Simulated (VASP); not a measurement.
# InAs (F-43m) in VASP: a series of runs

One crystal, InAs, is run at these levels: PBE; tasks: single point, relaxation of cell and atoms.

Program: VASP 6.6.1. These are calculated values, not measurements. Logs are shortened: lines on timing, memory, paths and dates and some standing lists are left out, and cuts for length are marked.

**The experiment to reproduce.**

From a printed reference work, data compilation, for a bulk crystal of InAs at 4.2 K: band gap 0.418 eV (direct).

How close the calculation comes is told below.

## Step 1: Starting point

The structure is cubic, space group F-43m (No. 216). The conventional cell has a = 6.187 Å, b = 6.187 Å, c = 6.187 Å, α = 90.00°, β = 90.00°, γ = 90.00°. In (site symmetry -43m) is surrounded by 4 As at 2.68 Å. Around As (site symmetry -43m) lie 4 In at 2.68 Å.

## Step 2: Single point, PBE

INCAR

```
PREC     = Accurate       # precision mode
ENCUT    = 520            # plane-wave cutoff, eV
EDIFF    = 1E-7           # SCF threshold, eV
ISMEAR   = 0              # smearing method
SIGMA    = 0.1            # smearing width, eV
LREAL    = F              # projectors in reciprocal space
LASPH    = T              # aspherical terms in the spheres
NELM     = 100            # most SCF steps
ALGO     = Normal         # electronic algorithm
ISIF     = 2              # what is computed and relaxed
LWAVE    = F              # write WAVECAR
LCHARG   = T              # write CHGCAR
GGA      = PE             # functional
LELF     = T              # ELF
LVHAR    = T            
NBANDS   = 16             # bands
```

KPOINTS

```
regular mesh
0
Gamma
  12 12 12
```

POSCAR

```
InAs
1.0
    0.0000000000      3.0933796587      3.0933796587
    3.0933796587      0.0000000000      3.0933796587
    3.0933796587      3.0933796587      0.0000000000
In As
1 1
Direct
    0.0000000000      0.0000000000      0.0000000000
    0.7500000000      0.7500000000      0.7500000000
```

Potentials or basis: VASP PAW PBE potentials, release 64 (In_d, As).

On the command line:

```bash
$ cat potpaw_PBE.64/In_d/POTCAR potpaw_PBE.64/As/POTCAR > POTCAR
$ mpirun -np 1 vasp_std > vasp.out
```

OUTCAR:

```text
PREC = Accurate
   ENCUT = 520
   EDIFF = 1E-7
   ISMEAR = 0
   LREAL = F
   LASPH = T
   NELM = 100
   ISIF = 2
   GGA = PE

 ion  position               nearest neighbor table
   1  0.000  0.000  0.000-   2 2.68   2 2.68   2 2.68   2 2.68
   2  0.750  0.750  0.750-   1 2.68   1 2.68   1 2.68   1 2.68

  LATTYP: Found a face centered cubic cell.
 ALAT       =     6.1867593174

  Lattice vectors:

 A1 = (   0.0000000000,   3.0933796587,   3.0933796587)
 A2 = (   3.0933796587,   0.0000000000,   3.0933796587)
 A3 = (   3.0933796587,   3.0933796587,   0.0000000000)

Analysis of symmetry for initial positions (statically):
=====================================================================
 Subroutine PRICEL returns:
 Original cell was already a primitive cell.

 Routine SETGRP: Setting up the symmetry group for a
 face centered cubic supercell.

 Subroutine GETGRP returns: Found 24 space group operations
 (whereof 24 operations were pure point group operations)
 out of a pool of 48 trial point group operations.

The static configuration has the point symmetry T_d .

Analysis of symmetry for dynamics (positions and initial velocities):
=====================================================================
 Subroutine PRICEL returns:
 Original cell was already a primitive cell.

 Routine SETGRP: Setting up the symmetry group for a
 face centered cubic supercell.

 Subroutine GETGRP returns: Found 24 space group operations
 (whereof 24 operations were pure point group operations)
 out of a pool of 48 trial point group operations.

The dynamic configuration has the point symmetry T_d .

 Subroutine INISYM returns: Found 24 space group operations
 (whereof 24 operations are pure point group operations),
 and found     1 'primitive' translations

----------------------------------------------------------------------------------------

                                     Primitive cell

  volume of cell :      59.2011

  direct lattice vectors                    reciprocal lattice vectors
     0.000000000  3.093379659  3.093379659    -0.161635510  0.161635510  0.161635510
     3.093379659  0.000000000  3.093379659     0.161635510 -0.161635510  0.161635510
     3.093379659  3.093379659  0.000000000     0.161635510  0.161635510 -0.161635510

  length of vectors
     4.374699467  4.374699467  4.374699467     0.279960916  0.279960916  0.279960916

  position of ions in fractional coordinates (direct lattice)
     0.000000000  0.000000000  0.000000000
     0.750000000  0.750000000  0.750000000

  ion indices of the primitive-cell ions
   primitive index   ion index
                 1           1
                 2           2

----------------------------------------------------------------------------------------

 KPOINTS: regular mesh

Automatic generation of k-mesh.
 Grid dimensions read from file:
 generate k-points for:   12   12   12

 Generating k-lattice:

  Cartesian coordinates                     Fractional coordinates (reciprocal lattice)
    -0.013469626  0.013469626  0.013469626     0.083333333  0.000000000  0.000000000
     0.013469626 -0.013469626  0.013469626     0.000000000  0.083333333  0.000000000
     0.013469626  0.013469626 -0.013469626     0.000000000  0.000000000  0.083333333

  Length of vectors
     0.023330076  0.023330076  0.023330076

  Shift w.r.t. Gamma in fractional coordinates (k-lattice)
     0.000000000  0.000000000  0.000000000

 Subroutine IBZKPT returns following result:
 ===========================================

 Found     72 irreducible k-points:

 Following reciprocal coordinates:
            Coordinates               Weight
  0.000000  0.000000  0.000000      1.000000
  0.083333  0.000000  0.000000      8.000000
  0.166667  0.000000  0.000000      8.000000
  0.250000  0.000000  0.000000      8.000000
  0.333333  0.000000  0.000000      8.000000
  0.416667  0.000000  0.000000      8.000000
[... 16 lines left out ...]
  0.500000  0.166667  0.000000     24.000000
 -0.416667  0.166667  0.000000     24.000000
 [... further k-points ...]
   k-points           NKPTS =     72   k-points in BZ     NKDIM =     72   number of bands    NBANDS=     16
   number of dos      NEDOS =    301   number of ions     NIONS =      2
   total plane-waves  NPLWV =  46656
   dimension x,y,z NGX =    36 NGY =   36 NGZ =   36
   dimension x,y,z NGXF=    72 NGYF=   72 NGZF=   72
   ions per type =               1   1
   NGX,Y,Z   is equivalent  to a cutoff of  13.68, 13.68, 13.68 a.u.
   NGXF,Y,Z  is equivalent  to a cutoff of  27.36, 27.36, 27.36 a.u.
 SYSTEM =  unknown system
   PREC   = accura    normal or accurate (medium, high low for compatibility)
   ISTART =      0    job   : 0-new  1-cont  2-samecut
   ICHARG =      2    charge: 1-file 2-atom 10-const
   ISPIN  =      1    spin polarized calculation?
   LNONCOLLINEAR =      F non collinear calculations
   LSORBIT =      F    spin-orbit coupling
   LASPH  =      T    aspherical Exc in radial PAW
   ENCUT  =  520.0 eV  38.22 Ry    6.18 a.u.   8.13  8.13  8.13*2*pi/ulx,y,z
   NELM   =    100;   NELMIN=  2; NELMDL= -5     # of ELM steps
   EDIFF  = 0.1E-06   stopping-criterion for ELM
   LREAL  =      F    real-space projection
   EDIFFG = 0.1E-05   stopping-criterion for IOM
   NSW    =      0    number of steps for IOM
   IBRION =     -1    ionic relax: 0-MD 1-quasi-New 2-CG
   NFREE  =      0    steps in history (QN), initial steepest desc. (CG)
   ISIF   =      2    stress and relaxation
   ISYM   =      2    0-nonsym 1-usesym 2-fastsym
   POTIM  = 0.5000    time-step for ionic-motion
   TEBEG  =    0.0;   TEEND  =   0.0 temperature during run
   PSTRESS=    0.0 pullay stress
   NELECT =      18.0000    total number of electrons
   NUPDOWN=      -1.0000    fix difference up-down
   EMIN   =  10.00;   EMAX   =-10.00  energy-range for DOS
   EFERMI =   0.00;   METHOD = LEGACY
   ISMEAR =     0;   SIGMA  =   0.10  broadening in eV -4-tet -1-fermi 0-gaus
   EFERMI_NEDOS =   21; number of points for ismear=-14 and -15
   IALGO  =     38    algorithm
   IMIX   =      4    mixing-type and parameters
     AMIX     =   0.40;   BMIX     =  1.00
     AMIX_MAG =   1.60;   BMIX_MAG =  1.00
  volume/ion in A,a.u.               =      29.60       199.75
[... 33 lines left out ...]
 Fermi energy:         3.9048582325

 k-point     1 :       0.0000    0.0000    0.0000
  band No.  band energies     occupation
      1     -10.4272      2.00000
      2     -10.4272      2.00000
      3     -10.4272      2.00000
      4     -10.3275      2.00000
      5     -10.3275      2.00000
      6      -7.6011      2.00000
[... 8 lines left out ...]
     15      13.3443      0.00000
     16      13.3443      0.00000

 k-point     2 :       0.0833    0.0000    0.0000
  band No.  band energies     occupation
      1     -10.4339      2.00000
      2     -10.4251      2.00000
      3     -10.4251      2.00000
      4     -10.3275      2.00000
      5     -10.3275      2.00000
      6      -7.5372      2.00000
[... 8 lines left out ...]
     15      12.8245      0.00000
     16      12.8245      0.00000

 k-point     3 :       0.1667    0.0000    0.0000
  band No.  band energies     occupation
      1     -10.4518      2.00000
      2     -10.4195      2.00000
      3     -10.4195      2.00000
      4     -10.3273      2.00000
      5     -10.3273      2.00000
      6      -7.3529      2.00000
[... 8 lines left out ...]
     15      12.3484      0.00000
     16      12.3484      0.00000

 k-point     4 :       0.2500    0.0000    0.0000
  band No.  band energies     occupation
      1     -10.4754      2.00000
      2     -10.4127      2.00000
      3     -10.4127      2.00000
      4     -10.3264      2.00000
      5     -10.3264      2.00000
      6      -7.0718      2.00000
[... 8 lines left out ...]
     15      12.3035      0.00000
     16      12.3035      0.00000

 k-point     5 :       0.3333    0.0000    0.0000
  band No.  band energies     occupation
      1     -10.4980      2.00000
      2     -10.4070      2.00000
      3     -10.4070      2.00000
      4     -10.3243      2.00000
      5     -10.3243      2.00000
      6      -6.7424      2.00000
[... 8 lines left out ...]
     15      12.7719      0.00000
     16      12.7719      0.00000

 k-point     6 :       0.4167    0.0000    0.0000
  band No.  band energies     occupation
      1     -10.5141      2.00000
      2     -10.4035      2.00000
      3     -10.4035      2.00000
      4     -10.3220      2.00000
      5     -10.3220      2.00000
      6      -6.4542      2.00000
[... 8 lines left out ...]
     15      13.6321      0.00000
     16      13.6321      0.00000

 k-point     7 :       0.5000    0.0000    0.0000
  band No.  band energies     occupation
      1     -10.5198      2.00000
      2     -10.4024      2.00000
      3     -10.4024      2.00000
      4     -10.3210      2.00000
      5     -10.3210      2.00000
      6      -6.3341      2.00000
[... 8 lines left out ...]
     15      14.3369      0.00000
     16      14.3369      0.00000

 k-point     8 :       0.0833    0.0833    0.0000
  band No.  band energies     occupation
      1     -10.4385      2.00000
      2     -10.4231      2.00000
      3     -10.4231      2.00000
      4     -10.3289      2.00000
      5     -10.3262      2.00000
      6      -7.5160      2.00000
[... 8 lines left out ...]
     15      12.1765      0.00000
     16      13.4191      0.00000

 k-point     9 :       0.1667    0.0833    0.0000
  band No.  band energies     occupation
      1     -10.4534      2.00000
      2     -10.4185      2.00000
      3     -10.4175      2.00000
      4     -10.3303      2.00000
      5     -10.3250      2.00000
      6      -7.3718      2.00000
[... 8 lines left out ...]
     15      12.4104      0.00000
     16      13.1007      0.00000
[... 172 lines left out ...]
 k-point    19 :       0.1667    0.1667    0.0000
  band No.  band energies     occupation
      1     -10.4676      2.00000
      2     -10.4118      2.00000
      3     -10.4118      2.00000
      4     -10.3334      2.00000
      5     -10.3229      2.00000
      6      -7.2705      2.00000
[... 8 lines left out ...]
     15      12.9528      0.00000
     16      13.6408      0.00000

 k-point    20 :       0.2500    0.1667    0.0000
  band No.  band energies     occupation
      1     -10.4862      2.00000
      2     -10.4053      2.00000
      3     -10.4043      2.00000
      4     -10.3358      2.00000
      5     -10.3209      2.00000
      6      -7.0608      2.00000
[... 8 lines left out ...]
     15      13.5985      0.00000
     16      13.6386      0.00000

 k-point    21 :       0.3333    0.1667    0.0000
  band No.  band energies     occupation
      1     -10.5047      2.00000
      2     -10.4006      2.00000
      3     -10.3976      2.00000
      4     -10.3362      2.00000
      5     -10.3192      2.00000
      6      -6.7728      2.00000
[... 8 lines left out ...]
     15      13.7005      0.00000
     16      13.7884      0.00000

 k-point    22 :       0.4167    0.1667    0.0000
  band No.  band energies     occupation
      1     -10.5196      2.00000
      2     -10.3979      2.00000
      3     -10.3933      2.00000
      4     -10.3341      2.00000
      5     -10.3182      2.00000
      6      -6.4654      2.00000
[... 8 lines left out ...]
     15      13.7184      0.00000
     16      14.3790      0.00000

 k-point    23 :       0.5000    0.1667    0.0000
  band No.  band energies     occupation
      1     -10.5277      2.00000
      2     -10.3970      2.00000
      3     -10.3918      2.00000
      4     -10.3303      2.00000
      5     -10.3192      2.00000
      6      -6.2384      2.00000
[... 8 lines left out ...]
     15      13.9763      0.00000
     16      14.4418      0.00000

 k-point    24 :      -0.4167    0.1667    0.0000
  band No.  band energies     occupation
      1     -10.5274      2.00000
      2     -10.3973      2.00000
      3     -10.3930      2.00000
      4     -10.3265      2.00000
      5     -10.3224      2.00000
      6      -6.2037      2.00000
[... 8 lines left out ...]
     15      13.3365      0.00000
     16      13.7573      0.00000

 [... further k-points ...]
[... 5 lines left out ...]
  --------------------------------------------------------------------------------------
  -------------------------------------------------------------------------------------
  Total        0.0139831      0.0139831      0.0139831      0.0000000      0.0000000      0.0000000
  in kB        0.3784277      0.3784277      0.3784277      0.0000000      0.0000000      0.0000000
  external PRESSURE =       0.3784277 kB  Pullay stress =       0.0000000 kB

 VOLUME and BASIS-vectors are now :
 -----------------------------------------------------------------------------
  energy-cutoff  :      520.00
  volume of cell :       59.20
      direct lattice vectors                 reciprocal lattice vectors
     0.000000000  3.093379659  3.093379659    -0.161635510  0.161635510  0.161635510
     3.093379659  0.000000000  3.093379659     0.161635510 -0.161635510  0.161635510
     3.093379659  3.093379659  0.000000000     0.161635510  0.161635510 -0.161635510

 POSITION                                       TOTAL-FORCE (eV/Angst)
 -----------------------------------------------------------------------------------
      0.00000      0.00000      0.00000        -0.000000     -0.000000      0.000000
      4.64007      4.64007      4.64007         0.000000      0.000000     -0.000000
 -----------------------------------------------------------------------------------
    total drift:                                0.000000      0.000000      0.000000

  FREE ENERGIE OF THE ION-ELECTRON SYSTEM (eV)
  ---------------------------------------------------
  free  energy   TOTEN  =        -7.7197382222 eV

  energy  without entropy=       -7.7195797288  energy(sigma->0) =       -7.71965898
```

Run time: 62 s. Hardware: 1 thread of AMD EPYC 9R45 (Zen 5), shared host; peak memory 0.21 GiB.

Results:

* Free energy: -7.7197 eV
* Pressure: 0.0 GPa
* Band gap on the k mesh: none (metal or under the smearing width)

Levels at points of the mesh, in eV from the Fermi level:
```tsv
k point	band 7	band 8	band 9	band 10	band 11	band 12
(0.00, 0.00, 0.00)	-0.61	-0.07	-0.07	-0.07	3.81	3.81
(0.50, 0.00, 0.00)	-5.50	-0.96	-0.96	0.75	4.57	4.57
(0.50, 0.50, 0.00)	-5.62	-2.17	-2.17	1.59	1.98	8.69
```

Caveat: this crystal is a semiconductor, whose small gap the functional closes, so the metal is an error of the method.

## Step 3: Relaxation of cell and atoms, PBE

This run uses another cell than the first one, of 27.65 Å³/atom, 0.934 times its volume.

INCAR

```
ALGO = Normal ; EDIFF = 1E-6
EDIFFG = -0.005 ; ENCUT = 600
GGA = PE ; IBRION = 2
ISIF = 3 ; ISMEAR = 0
LASPH = T ; LCHARG = F
LREAL = F ; LWAVE = F
NELM = 100 ; NSW = 100
PREC = Accurate ; SIGMA = 0.1
```

KPOINTS

```
k-points
0
Gamma
  12 12 12
```

POSCAR

```
InAs
1.0
    0.0000000000      3.0240000000      3.0240000000
    3.0240000000      0.0000000000      3.0240000000
    3.0240000000      3.0240000000      0.0000000000
In As
1 1
Direct
    0.0000000000      0.0000000000      0.0000000000
    0.7500000000      0.7500000000      0.7500000000
```

Potentials or basis: VASP PAW PBE potentials, release 64 (In_d, As).

On the command line:

```bash
$ cat potpaw_PBE.64/In_d/POTCAR potpaw_PBE.64/As/POTCAR > POTCAR
$ mpirun -np 1 vasp_std > vasp.out
```

Run time: 1.7 min. Hardware: 1 thread of AMD EPYC 9R45 (Zen 5), shared host; peak memory 0.23 GiB.

It converged, with:

| Item | Value |
| --- | --- |
| Free energy | -7.7194 eV |
| Relaxed volume | 29.62 Å³/atom |
| Relaxed cell | a = 4.376 Å, b = 4.376 Å, c = 4.376 Å, α = 60.00°, β = 60.00°, γ = 60.00° |
| Space group after relaxing (to 0.05 Å) | F-43m (No. 216) |
| Energy gained by relaxing | 22.8 meV/atom |
| Ionic steps | 3 |
| Pressure after relaxing | 0.0 GPa |
| Band gap on the k mesh | none (metal or under the smearing width) |

The path:
| step | energy change (eV) | largest force (eV/Å) | pressure (GPa) | volume (Å³) |
| --- | --- | --- | --- | --- |
| 1 | 0.0000 | 0.0000 | 3.96 | 55.31 |
| 2 | -0.0386 | 0.0000 | -1.31 | 60.96 |
| 3 | -0.0457 | 0.0000 | 0.03 | 59.24 |

Final structure:
```
In As
1.0
     0.00000    3.09412    3.09412
     3.09412    0.00000    3.09412
     3.09412    3.09412    0.00000
In As
1 1
Direct
  0.00000 0.00000 0.00000
  0.75000 0.75000 0.75000
```

Levels at points of the mesh, in eV from the Fermi level:
```
           k point  band 6  band 7  band 8  band 9  band 10  band 11  band 12  band 13
(0.00, 0.00, 0.00)  -11.50   -0.61   -0.07   -0.07    -0.07     3.81     3.81     3.81
(0.50, 0.00, 0.00)  -10.24   -5.49   -0.96   -0.96     0.75     4.57     4.57     6.69
(0.50, 0.50, 0.00)   -9.77   -5.62   -2.16   -2.16     1.59     1.98     8.69     8.73
```

Caveat: this crystal is a semiconductor, whose small gap the functional closes, so the metal is an error of the method. PBE usually gives volumes a little too large and moduli too small.

## Step 4: Single point, PBE

INCAR

```
ALGO = Normal ; EDIFF = 1E-7
ENCUT = 520 ; GGA = PE
ISIF = 2 ; ISMEAR = 0
LASPH = True ; LCHARG = False
LREAL = False ; LWAVE = False
NBANDS = 16 ; NELM = 100
PREC = Accurate ; SIGMA = 0.15
```

KPOINTS is that of step 3.

POSCAR

```
InAs
1.0
    0.0000000000      3.0933796587      3.0933796587
    3.0933796587      0.0000000000      3.0933796587
    3.0933796587      3.0933796587      0.0000000000
In As
1 1
Direct
    0.0000000000      0.0000000000      0.0000000000
    0.7500000000      0.7500000000      0.7500000000
```

On the command line:

```bash
$ cat potpaw_PBE.64/In_d/POTCAR potpaw_PBE.64/As/POTCAR > POTCAR
$ mpirun -np 1 vasp_std > vasp.out
```

It took 58 s on 1 thread of AMD EPYC 9R45 (Zen 5), shared host; peak memory 0.21 GiB.

It converged, with:

```
Free energy            : -7.7198 eV
Pressure               : 0.0 GPa
Band gap on the k mesh : none (metal or under the smearing width)
```

Levels at points of the mesh, in eV from the Fermi level:
| k point | band 5 | band 6 | band 7 | band 8 | band 9 | band 10 | band 11 | band 12 | band 13 | band 14 |
| --- | --- | --- | --- | --- | --- | --- | --- | --- | --- | --- |
| (0.00, 0.00, 0.00) | -14.29 | -11.57 | -0.67 | -0.13 | -0.13 | -0.13 | 3.75 | 3.75 | 3.75 | 7.15 |
| (0.50, 0.00, 0.00) | -14.29 | -10.30 | -5.56 | -1.02 | -1.02 | 0.69 | 4.51 | 4.51 | 6.63 | 8.57 |
| (0.50, 0.50, 0.00) | -14.28 | -9.83 | -5.68 | -2.23 | -2.23 | 1.53 | 1.91 | 8.63 | 8.67 | 8.67 |

Caveat: this crystal is a semiconductor, whose small gap the functional closes, so the metal is an error of the method.

## Step 5: The runs side by side

```tsv
task	cell	cutoff (eV)	smearing	gap on the mesh (eV)	pressure (GPa)
single point	F-43m, 29.6 Å³/atom	520	gaussian 0.1 eV	none	0.0
relaxation of cell and atoms	relaxed	600	gaussian 0.1 eV	none	0.0
single point	F-43m, 29.6 Å³/atom	520	gaussian 0.15 eV	none	0.0
```

Alike in all rows: level PBE; potentials or basis VASP PAW PBE potentials, release 64 (In_d, As); no spin polarisation; k mesh 12 × 12 × 12.

Caveats: this crystal is a semiconductor, whose small gap the functional closes, so the metal is an error of the method.

Total energies depend on the potentials used, so only differences within one code and one set of settings carry meaning.

## Step 6: Comparison with measurements

Step 2. A measured gap of InAs is 0.418 eV (direct; 4.2 K; a printed reference work, data compilation); the calculated 0.00 eV misses it by -0.42 eV. Spin-orbit coupling on As, In is left out. The value is that of PBE on a finite k mesh, which can miss the band edges, without temperature or zero-point motion. Semilocal functionals fall short of measured gaps as a rule.

Step 4. Against the measured gap of InAs, 0.418 eV (direct; 4.2 K; a printed reference work, data compilation), the calculated 0.00 eV is off by -0.42 eV. Spin-orbit coupling on As, In is left out. The value is that of PBE on a finite k mesh, which can miss the band edges, without temperature or zero-point motion. Semilocal functionals fall short of measured gaps as a rule.
